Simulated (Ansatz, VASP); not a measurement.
# Cross-check of MgO (Periclase) between VASP and Ansatz

Wanted: the spread between two codes on one cell, functional and k mesh.

Program: Ansatz 0.2.0. Level of theory: plane waves, with VASP 6.6.1 beside it; single point at PBEsol. Results are calculated unless marked as measured.

The database entry behind the starting cell differs from later determinations by our own check (about 0.1 % long), so it need not match the best structure at ambient conditions.

### Step 1. Starting point

It takes space group Fm-3m (No. 225, cubic). Conventional cell: a = 4.217 Å, b = 4.217 Å, c = 4.217 Å, α = 90.00°, β = 90.00°, γ = 90.00°. Nearest to Mg lie 6 O at 2.11 Å. Nearest to O lie 6 Mg at 2.11 Å. Farther neighbours and most contacts between anions are not listed.

### Step 2. Ansatz: single point, PBEsol

Ansatz runs on its default PAW (the set named soft_2) files.

A single point gives forces, pressure and levels at one fixed geometry, so differences don't come from the geometry; what else differs is listed under the comparison.

The input, input.yaml:

```yaml
crystal:
  lattice:
    - [0.0, 2.1085, 2.1085]
    - [2.1085, 0.0, 2.1085]
    - [2.1085, 2.1085, 0.0]
  atoms:
    - { symbol: Mg, position: [0.0, 0.0, 0.0] }
    - { symbol: O, position: [0.5, 0.5, 0.5] }
hamiltonian:
  xc: pbesol
  pseudopotentials: { kind: paw }
kpoints:
  mp_grid: { grid: [8, 8, 8] }
scf:
  occupations: { method: gaussian, width: 0.05 }
  n_extra_bands: 4
output:
  forces: true
  stress: true
  eigenvalues: true
  write_density: true
  write_potential: true
  elf: true
  volumetric_format: npy
```

The run is started by

```sh
$ ansatz run input.yaml --threads 2 --pin off --max-ram 4608MiB --backend cpu --events-out ev --progress --plain --runs-dir out
```

Numbers of over 12 decimals in the logs are rounded to 6 here.

The log of the run:

```text
scf.n_extra_bands = 4 over 8 filled bands (N_el = 16.0): the run solves 12 bands
Engine: ansatz 0.2.0, aarch64-unknown-linux-gnu
Pseudopotentials: kind: paw
Pseudopotential: Mg, paw, valence charge 10, recommended cutoff 420 eV (normal), Mg.paw.azcp
Pseudopotential: O, paw, valence charge 6, recommended cutoff 420 eV (normal), O.paw.azcp
Functional definition: PBEsol
  exchange = pbesol_x
  correlation = pbesol_c
Crystal: 2 atoms, lattice volume = 18.748 Å³
Basis set: ecut = 420 eV, 339 PW (Γ), exchange–correlation on 40×40×40 points (8 copies of the dense FFT grid, shifted against one another)
Bands: 12, of which v1, the nominal top of the filled ones, is band 8 counted from 1 (7 counted from 0)
Symmetry: 48 space group operations
Space group: Fm-3m (ITA 225), of the structure as read, at distance tolerance 2.7e-5 Å
k-points: 29 of 512
Non-local potential: Mg, projectors of the file, l = 0: 3, l = 1: 2, l = 2: 1
Non-local potential: O, projectors of the file, l = 0: 2, l = 1: 2, l = 2: 1
PAW form: soft (Blöchl's): semilocal exchange-correlation on the pseudo side does not see the compensation charge
PAW frozen core: Mg, regenerated for the run's functional, and the local potential with it (the file was generated under x = pbe(κ = 0.804, μ = 0.219515), c = pbe(β = 0.066725))
PAW frozen core: O, regenerated for the run's functional, and the local potential with it (the file was generated under x = pbe(κ = 0.804, μ = 0.219515), c = pbe(β = 0.066725))
PAW one-centre angular grid: Mg, 110 points (default); XC on 64 Gauss nodes
PAW one-centre angular grid: O, 110 points (default); XC on 64 Gauss nodes
Initial density: superposition of atomic densities (neutral atoms: chi_scale 0, normalization atom), corrected by the library's trained network
Initial wavefunctions: pseudopotential atomic-orbital guess
Functional: x = pbesol(κ = 0.804, μ = 0.123457), c = pbesol(β = 0.046)
SCF iter   1: F=—  HF=-2475.880520 eV  |F-HF|=—  |Δ(HF+E_count)|=         —  Δρ=1.45e-2  dr2=3.13e-2  ethr=1.77e-3  ⟨swp⟩=5.6  Hψ=1975  notcnv=0
preconditioner: auto → none  [insulator: Δε(μ)=4.475 eV  Ē_g=18.253 eV  σ=0.050 eV  W_gap=1.00  n_scr=8 (ndim 8)  ℏωp=24.3 eV  f_vac=0.000  D(μ)=0.00/eV (n_scr^D=0)  ε∞_Penn≈2.8]
SCF iter   2: F=—  HF=-2475.872081 eV  |F-HF|=—  |Δ(HF+E_count)|=   8.44e-3  Δρ=4.08e-3  dr2=3.06e-3  ethr=1.96e-4  ⟨swp⟩=2.0  Hψ=685  notcnv=0
SCF iter   3: F=—  HF=-2475.871312 eV  |F-HF|=—  |Δ(HF+E_count)|=   7.69e-4  Δρ=6.55e-4  dr2=4.41e-5  ethr=1.91e-5  ⟨swp⟩=2.0  Hψ=462  notcnv=0
SCF iter   4: F=—  HF=-2475.871287 eV  |F-HF|=—  |Δ(HF+E_count)|=   2.55e-5  Δρ=1.12e-4  dr2=8.76e-7  ethr=2.76e-7  ⟨swp⟩=2.6  Hψ=545  notcnv=0
iter 5 did not close the SCF: its close was put off for the readings that it lacked (scf_convergence_deferred on its scf_iter line)
SCF iter   5: F=-2475.871286 eV  HF=-2475.871286 eV  |F-HF|=1.09e-7  |Δ(HF+E_count)|=   8.19e-7  Δρ=3.64e-5  dr2=9.46e-8  ethr=5.47e-9  ⟨swp⟩=2.0  Hψ=491  notcnv=0
SCF iter   6: F=-2475.871286 eV  HF=-2475.871286 eV  |F-HF|=1.53e-10  |Δ(HF+E_count)|=   5.22e-8  Δρ=3.59e-6  dr2=1.19e-9  ethr=5.91e-10  ⟨swp⟩=5.3  Hψ=1911  notcnv=0
SCF 1 converged in 6 iterations: F = -2475.871286 eV  dr2 = 1.19e-9
  greatest PAW one-centre occupation: 1.000 electrons in one spin orbital (limit 2), on the Mg atom at site 0 (counted from 0), in its partial waves of l = 0
SCF converged after 6 iterations
Free energy (F): -2475.871286 eV
Harris-Foulkes:  -2475.871286 eV  (|F-HF|=1.53e-10)
Internal energy: -2475.871286 eV  (E = F + TS)
E sigma→0 (E₀):  -2475.871286 eV
Fermi energy:    10.270461 eV
--- Per-component energies (eV) ---
  E_band       = -292.845567
  E_kinetic    = 254.883361
  E_local      = -1603.190470  (includes V_loc(G=0)·N_el)
  E_nonlocal   = 143.740726
  E_hartree    = 553.429168
  E_xc         = -103.880280
  E_vxc        = -133.849953  (∫ρ·V_xc dr)
  E_paw        = -433.093581  (= ΣΔE_a)
  E_vpaw       = -61.289565  (= ΣTr[D̂ρ^β])
  E_aug_tail   = 0.002515  (compensation charges beyond the density's cutoff)
  E_ewald      = -1287.856876
  E_core_change = 0.094150  (= ΣΔE_core)
  E_smearing   = -0.000000  (= −TS)
  E_closure    = -0.000000  (closes the sum)
  Σ components = -2475.871286   (vs F -2475.871286, Δ=0.00e0)
--- Forces (eV/Å), atoms counted from 1 ---
  atom   1  Mg    -0.00000000    -0.00000000     0.00000000
  atom   2  O      0.00000000    -0.00000000     0.00000000
  max |Σ_I F_I| component: 7.08e-30 eV/Å
--- Stress (GPa, compression-positive) ---
       -0.326375      -0.000000       0.000000
        0.000000      -0.326375       0.000000
        0.000000      -0.000000      -0.326375
  P = ⅓ Tr σ = -0.3264 GPa (-3.264 kbar)
--- Band table (eV; the first three rows and the last of 29) ---
  k-point 0: bands = [... 4 lower, -9.2064, 7.9701, 7.9701, 7.9701, 12.5703, 23.6251, 23.6251, 23.6251]
  k-point 1: bands = [... 4 lower, -9.0358, 7.0020, 7.8664, 7.8664, 13.4911, 21.9147, 23.9798, 23.9798]
  k-point 2: bands = [... 4 lower, -8.5929, 5.2857, 7.6287, 7.6287, 14.9280, 20.3712, 24.4681, 24.4681]
  k-point 28: bands = [... 4 lower, -7.5783, 4.9992, 4.9992, 6.1860, 19.4541, 19.4541, 20.0034, 23.3253]
```

It took 0.51 s on 2 threads of Arm Neoverse V2, shared host; peak memory 0.25 GiB; 0.85 s of CPU time.

Reading the cycles: dr2 is the Hartree energy of the density residual (eV), the measure of convergence; HF is the Harris–Foulkes estimate of the energy, which meets the free energy F at convergence.

The run ends at a pressure of -0.33 GPa.

### Step 3. VASP: single point, PBEsol

The same cell, functional, mesh and smearing now go to VASP, with its own data sets and cutoff.

Lines of VASP's logs that name or quote its potential files are left out, and so is its time.

The input, INCAR:

```
SYSTEM = MgO
PREC = Accurate
ENCUT = 520
EDIFF = 1E-05
NELM = 100
ISMEAR = 0
SIGMA = 0.05
LREAL = .FALSE.
ALGO = Normal
GGA = PS
NBANDS = 10
LORBIT = 11
LWAVE = .FALSE.
LCHARG = .FALSE.
KPAR = 4
```

The input, POSCAR:

```
MgO
1.0
    0.0000000000      2.1085000000      2.1085000000
    2.1085000000      0.0000000000      2.1085000000
    2.1085000000      2.1085000000      0.0000000000
Mg O
1 1
Direct
    0.0000000000      0.0000000000      0.0000000000
    0.5000000000      0.5000000000      0.5000000000
```

The input, KPOINTS:

```
Automatic mesh
0
Gamma
8 8 8
0 0 0
```

Potentials, in the order of the species: Mg and O (PBE family, release 64).

The run is started by

```sh
$ mpirun -np 4 vasp_std
```

The log of the run:

```text
[banner, memory and clock lines left out]
running    4 mpi-ranks, on    1 nodes
 distrk:  each k-point on    1 cores,    4 groups
 distr:  one band on    1 cores,    1 groups

 POSCAR found type information on POSCAR MgO
 POSCAR found :  2 types and       2 ions
|                                                                             |
|               ----> ADVICE to this user running VASP <----                  |
|                                                                             |
|     You enforced a specific xc type in the INCAR file but a different       |
|     [... a line on the potential file left out ...]
|     I HOPE YOU KNOW WHAT YOU ARE DOING!                                     |
|                                                                             |

 LDA part: xc-table for (Slater+PW92), standard interpolation
 POSCAR, INCAR and KPOINTS ok, starting setup
 FFT: planning ... GRIDC
 FFT: planning ... GRID_SOFT
 FFT: planning ... GRID
 WAVECAR not read
 entering main loop
       N       E                     dE             d eps       ncg     rms          rms(c)
DAV:   1     0.112428334055E+02    0.11243E+02   -0.47014E+03   676   0.706E+02
DAV:   2    -0.133837917659E+02   -0.24627E+02   -0.24096E+02   652   0.137E+02
DAV:   3    -0.138961640020E+02   -0.51237E+00   -0.51207E+00   696   0.176E+01
DAV:   4    -0.138972362081E+02   -0.10722E-02   -0.10722E-02   640   0.916E-01
DAV:   5    -0.138972396714E+02   -0.34634E-05   -0.34634E-05   664   0.517E-02    0.666E+00
DAV:   6    -0.125498274793E+02    0.13474E+01   -0.79090E+00   584   0.165E+01    0.221E+00
DAV:   7    -0.125259692293E+02    0.23858E-01   -0.45382E-02   622   0.213E+00    0.129E+00
DAV:   8    -0.125125776254E+02    0.13392E-01   -0.22534E-02   590   0.187E+00    0.194E-01
DAV:   9    -0.125123972261E+02    0.18040E-03   -0.20244E-04   664   0.112E-01    0.133E-01
DAV:  10    -0.125123371617E+02    0.60064E-04   -0.35284E-04   620   0.154E-01    0.604E-03
DAV:  11    -0.125123380389E+02   -0.87727E-06   -0.43576E-06   322   0.158E-02
   1 F= -.12512338E+02 E0= -.12512338E+02  d E =-.118040E-19
```

From OUTCAR (step 3):

```text
ion  position               nearest neighbor table
   1  0.000  0.000  0.000-   2 2.11   2 2.11   2 2.11   2 2.11   2 2.11   2 2.11
   2  0.500  0.500  0.500-   1 2.11   1 2.11   1 2.11   1 2.11   1 2.11   1 2.11

  LATTYP: Found a face centered cubic cell.
 ALAT       =     4.2170000000

 Subroutine GETGRP returns: Found 48 space group operations
 (whereof 48 operations were pure point group operations)

The static configuration has the point symmetry O_h .

 Found     29 irreducible k-points:

   k-points           NKPTS =     29   k-points in BZ     NKDIM =     29   number of bands    NBANDS=     10

   dimension x,y,z NGX =    24 NGY =   24 NGZ =   24
   dimension x,y,z NGXF=    48 NGYF=   48 NGZF=   48

   ENCUT  =  520.0 eV  38.22 Ry    6.18 a.u.   5.54  5.54  5.54*2*pi/ulx,y,z

   NELECT =       8.0000    total number of electrons

 k-points in reciprocal lattice and weights: Automatic mesh
   0.00000000  0.00000000  0.00000000       0.002
   0.12500000  0.00000000  0.00000000       0.016
   0.25000000  0.00000000  0.00000000       0.016
   0.37500000  0.00000000  0.00000000       0.016
   0.50000000  0.00000000  0.00000000       0.008
   0.12500000  0.12500000  0.00000000       0.012
   0.25000000  0.12500000  0.00000000       0.047
   0.37500000  0.12500000  0.00000000       0.047
   0.50000000  0.12500000  0.00000000       0.047
[...]
-0.37500000  0.50000000  0.12500000       0.023
  -0.25000000  0.50000000  0.25000000       0.012

 average (electrostatic) potential at core
       1 -34.7089       2 -69.5896

 E-fermi :   3.3458

 k-point     1 :       0.0000    0.0000    0.0000
  band No.  band energies     occupation
      1     -14.1468      2.00000
      2       3.0409      2.00000
      3       3.0409      2.00000
      4       3.0409      2.00000
      5       7.6413      0.00000
      6      18.6535      0.00000
      7      18.6535      0.00000
      8      18.6535      0.00000
      9      22.4864      0.00000
    ...

 k-point     2 :       0.1250    0.0000    0.0000
  band No.  band energies     occupation
      1     -13.9813      2.00000
      2       2.0717      2.00000
      3       2.9367      2.00000
      4       2.9367      2.00000
      5       8.5627      0.00000
      6      16.9629      0.00000
      7      19.0128      0.00000
      8      19.0128      0.00000
      9      23.3962      0.00000
    ...

 k-point     3 :       0.2500    0.0000    0.0000
  band No.  band energies     occupation
      1     -13.5508      2.00000
      2       0.3515      2.00000
      3       2.6969      2.00000
      4       2.6969      2.00000
      5       9.9976      0.00000
      6      15.4318      0.00000
      7      19.5132      0.00000
      8      19.5132      0.00000
      9      22.9970      0.00000
    ...

  Total       -0.0973894     -0.0973894     -0.0973894      0.0000000      0.0000000      0.0000000
  in kB       -8.3228356     -8.3228356     -8.3228356      0.0000000      0.0000000      0.0000000
  external PRESSURE =      -8.3228356 kB  Pullay stress =       0.0000000 kB

  energy-cutoff  :      520.00
  volume of cell :       18.75
      direct lattice vectors                 reciprocal lattice vectors
     0.000000000  2.108500000  2.108500000    -0.237135404  0.237135404  0.237135404
     2.108500000  0.000000000  2.108500000     0.237135404 -0.237135404  0.237135404
     2.108500000  2.108500000  0.000000000     0.237135404  0.237135404 -0.237135404

 POSITION                                       TOTAL-FORCE (eV/Angst)
 -----------------------------------------------------------------------------------
      0.00000      0.00000      0.00000         0.000000      0.000000      0.000000
      2.10850      2.10850      2.10850         0.000000      0.000000      0.000000
 -----------------------------------------------------------------------------------
    total drift:                               -0.000000     -0.000000      0.000000

  FREE ENERGIE OF THE ION-ELECTRON SYSTEM (eV)
  ---------------------------------------------------
  free  energy   TOTEN  =       -12.5123380389 eV

  energy  without entropy=      -12.5123380389  energy(sigma->0) =      -12.51233804

 total charge
# of ion       s       p       d       tot
------------------------------------------
    1        0.149   0.180   0.079   0.409
    2        1.537   3.539   0.000   5.076
--------------------------------------------------
tot          1.687   3.719   0.079   5.485

[... 3 further parts left out ...]
```

The run ends at a pressure of -0.83 GPa.

### Step 4. Side by side

Known differences besides the potentials themselves: the data sets hold 16 valence electrons in Ansatz (default PAW (the set named soft_2) files) and 8 in VASP; the cutoff is 420 eV in Ansatz and 520 eV in VASP; Ansatz makes its cores anew for this functional, VASP keeps those of its PBE data sets; VASP leaves aspherical gradient terms in its spheres out (LASPH is not set), Ansatz keeps them. Total energies have different zeros and are not compared.

Both answers:

| quantity | Ansatz | VASP | difference |
| --- | --- | --- | --- |
| pressure (GPa) | -0.33 | -0.83 | +0.51 |
| pressure without Ansatz's Pulay correction (GPa) | -0.99 | -0.83 | -0.15 |
| gap on the k mesh (eV) | 4.600 | 4.600 | 0.000 |

A gap on the mesh is an upper bound, since the band edges may lie between its points. Ansatz's pressure holds a Pulay correction of 0.66 GPa; VASP's holds none.

### Step 5. Outcome

| Property | Result |
| --- | --- |
| difference in gap on the k mesh (single point, PBEsol) | -2.3e-4 eV |
| difference in pressure (single point, PBEsol) | 0.51 GPa |

In words: The difference in pressure is 0.51 GPa (single point, PBEsol), within the 1 GPa picked in this series as the mark of a large difference. Such differences can come from data sets, numerical settings and the points named under the comparisons, not from the functional's error against experiment.

[Lines on the potential files, build, host, timing and source positions are cut from VASP's logs without a mark.]

[Logs are printed without paths, hosts, clocks, repeated set-up lines and the standing remarks that a program may print on its own settings, such as how far it seeks lower states.]

[Hosts, paths, dates, database ids (printed as entryN), source tags and the programs' standing remarks are cut or masked in the printed files.]
